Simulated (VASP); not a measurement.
## VASP 6.6.1 run: TePb

INCAR

```
ENCUT = 520
SIGMA = 0.01
EDIFF = 1E-7
LCHARG = .FALSE.
LREAL = .FALSE.
LWAVE = .FALSE.
ISMEAR = 0
IBRION = -1
GGA = PS
LASPH = .TRUE.
PREC = Accurate
NSW = 0
NBANDS = 50
NELMDL = 0
NELM = 56
ISIF = 2
```

KPOINTS

```
KPOINTS created by Atomic Simulation Environment
0
Gamma
8 8 8
0 0 0
```

POSCAR

```
Pb Te
 1.0000000000000000
    -0.0000000000000000    3.2678368440065522    3.2678368440065522
     3.2678368440065522   -0.0000000000000000    3.2678368440065522
     3.2678368440065522    3.2678368440065522    0.0000000000000000
 Pb  Te
   1   1
Cartesian
  0.0000000000000000  0.0000000000000000  0.0000000000000000
  3.2678368440065522  3.2678368440065522  3.2678368440065522
```

The recommended PBE PAW datasets give the neutral cell 20 valence electrons.

Command

```
mpirun -np 1 vasp_std
```

OSZICAR

```
N       E                     dE             d eps       ncg     rms          rms(c)
DAV:   1     0.189428510869E+03    0.18943E+03   -0.66302E+03  2990   0.385E+02
DAV:   2     0.149922469394E+02   -0.17444E+03   -0.15493E+03  3124   0.147E+02
DAV:   3    -0.760243888513E+01   -0.22595E+02   -0.22033E+02  3404   0.472E+01
DAV:   4    -0.836168015459E+01   -0.75924E+00   -0.75792E+00  3592   0.838E+00
DAV:   5    -0.837777465574E+01   -0.16095E-01   -0.16091E-01  3664   0.133E+00    0.307E+00
DAV:   6    -0.824969306046E+01    0.12808E+00   -0.17203E-01  4560   0.130E+00    0.190E+00
DAV:   7    -0.824224957747E+01    0.74435E-02   -0.33026E-02  4180   0.420E-01    0.804E-01
DAV:   8    -0.824276471155E+01   -0.51513E-03   -0.34231E-03  3740   0.233E-01    0.926E-02
DAV:   9    -0.824281848684E+01   -0.53775E-04   -0.13261E-04  3960   0.292E-02    0.416E-02
DAV:  10    -0.824283050782E+01   -0.12021E-04   -0.13930E-05  4210   0.150E-02    0.256E-02
DAV:  11    -0.824282904446E+01    0.14634E-05   -0.33677E-06  4454   0.448E-03    0.561E-03
DAV:  12    -0.824282900263E+01    0.41830E-07   -0.35053E-07  3638   0.241E-03
   1 F= -.82428290E+01 E0= -.82428290E+01  d E =-.373216E-35
```

From OUTCAR

```
k-points           NKPTS =     29   k-points in BZ     NKDIM =     29   number of bands    NBANDS=     50

   NELECT =      20.0000    total number of electrons

   dimension x,y,z NGX =    36 NGY =   36 NGZ =   36
   dimension x,y,z NGXF=    72 NGYF=   72 NGZF=   72

  energy-cutoff  :      520.00
  volume of cell :       69.79
      direct lattice vectors                 reciprocal lattice vectors
     0.000000000  3.267836844  3.267836844    -0.153006415  0.153006415  0.153006415
     3.267836844  0.000000000  3.267836844     0.153006415 -0.153006415  0.153006415
     3.267836844  3.267836844  0.000000000     0.153006415  0.153006415 -0.153006415

 k-points in reciprocal lattice and weights: KPOINTS created by Atomic Simulation Env
   0.00000000  0.00000000  0.00000000       0.002
   0.12500000  0.00000000  0.00000000       0.016
   0.25000000  0.00000000  0.00000000       0.016
   0.37500000  0.00000000  0.00000000       0.016
   0.50000000  0.00000000  0.00000000       0.008
   0.12500000  0.12500000  0.00000000       0.012
   0.25000000  0.12500000  0.00000000       0.047
   0.37500000  0.12500000  0.00000000       0.047
   ...

 E-fermi :   5.1062

 k-point     1 :       0.0000    0.0000    0.0000
  band No.  band energies     occupation
      1     -11.5474      2.00000
      2     -11.5474      2.00000
      3     -11.5391      2.00000
      4     -11.5391      2.00000
      5     -11.5391      2.00000
      6      -6.7280      2.00000
      7      -0.6701      2.00000
      8       3.8234      2.00000
      9       3.8234      2.00000
     10       3.8234      2.00000
     11       9.0472      0.00000
     12       9.0472      0.00000
     13       9.0472      0.00000
     14      10.8624      0.00000
     15      10.8624      0.00000
     16      10.8624      0.00000
     17      12.3641      0.00000
     18      12.3801      0.00000
     19      13.0032      0.00000
     20      13.0032      0.00000
     21      23.4297      0.00000
     22      23.4297      0.00000
     23      23.4297      0.00000
     24      24.1939      0.00000
     25      24.1939      0.00000
     26      24.1939      0.00000
     27      25.0857      0.00000
     28      25.0857      0.00000
     29      25.0857      0.00000
     30      26.2349      0.00000
     31      26.2349      0.00000
     32      29.1207      0.00000
     33      29.1207      0.00000
     34      29.1207      0.00000
     35      29.9384      0.00000
     36      31.4066      0.00000
     37      31.4066      0.00000
     38      31.4066      0.00000
     39      32.0647      0.00000
     40      32.4996      0.00000
     41      32.4996      0.00000
     42      33.9144      0.00000
     43      34.7392      0.00000
     44      34.7392      0.00000
     45      34.7392      0.00000
     46      35.9704      0.00000
     47      35.9704      0.00000
     48      35.9868      0.00000
     49      35.9943      0.00000
     50      35.9943      0.00000

 ...

  Total       -0.7711577     -0.7711577     -0.7711577     -0.0000000      0.0000000      0.0000000
  in kB      -17.7028296    -17.7028296    -17.7028296     -0.0000000      0.0000000      0.0000000
  external PRESSURE =     -17.7028296 kB  Pullay stress =       0.0000000 kB

 POSITION                                       TOTAL-FORCE (eV/Angst)
 -----------------------------------------------------------------------------------
      0.00000      0.00000      0.00000        -0.000000     -0.000000     -0.000000
      3.26784      3.26784      3.26784         0.000000      0.000000      0.000000
 -----------------------------------------------------------------------------------
    total drift:                               -0.000000      0.000000      0.000000

  FREE ENERGIE OF THE ION-ELECTRON SYSTEM (eV)
  ---------------------------------------------------
  free  energy   TOTEN  =        -8.2428290026 eV

  energy  without entropy=       -8.2428290026  energy(sigma->0) =       -8.24282900
```

It converged. Results: gap between bands v and c on the k mesh 0.74 eV; least direct gap on the k mesh 0.74 eV; pressure -1.8 GPa. Band v is the last that the valence electrons fill when counted band by band, and c is the next.

For comparison, a separate PBEsol run of the intended cell, on usual settings and not on those above, gives a gap of 0.74 eV on its mesh and a pressure of -1.8 GPa.

The run above took about 75 s on one core of a shared host (Intel Xeon Platinum 8488C) and held 0.24 GiB at most.
